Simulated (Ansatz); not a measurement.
Crystal: Cu3Au (Auricupride).

```
Au Cu
1.0
     3.74000    0.00000    0.00000
     0.00000    3.74000    0.00000
     0.00000    0.00000    3.74000
Au Cu
1 3
Cartesian
  0.0000 0.0000 0.0000
  1.8700 1.8700 0.0000
  1.8700 0.0000 1.8700
  0.0000 1.8700 1.8700
```

Program: Ansatz 0.2.0. Alike in all runs: task band structure; potentials or basis Ansatz PAW; cell as given; smearing fermi-dirac 0.05 eV.

Order these runs on this cell by their pressure, lowest first.
A. level BLYP; spin off; k mesh 7 × 7 × 7; cutoff (eV) 420; points for each segment of the path 14; mesh quality not flagged
B. level HSEsol; spin off; k mesh 4 × 4 × 4; cutoff (eV) 420; points for each segment of the path 4; mesh quality coarse
C. level HSE03; spin off; k mesh 4 × 4 × 4; cutoff (eV) 420; points for each segment of the path 4; mesh quality coarse
D. level r2SCAN; spin SOC, no magnetisation; k mesh 5 × 5 × 5; cutoff (eV) 500; points for each segment of the path 14; mesh quality not flagged
E. level revPBE; spin off; k mesh 7 × 7 × 7; cutoff (eV) 420; points for each segment of the path 14; mesh quality not flagged

B (-2.7 GPa), D (-1.1 GPa), C (3.3 GPa), E (8.3 GPa), A (14.2 GPa).

Caveats: some runs use coarse meshes; the PAW data sets come from PBE, with cores solved anew for the run's functional, which leaves a small shift of forces and pressure; the thresholds are loose for stress (some runs).

Runs at the PBE level aren't shown here.
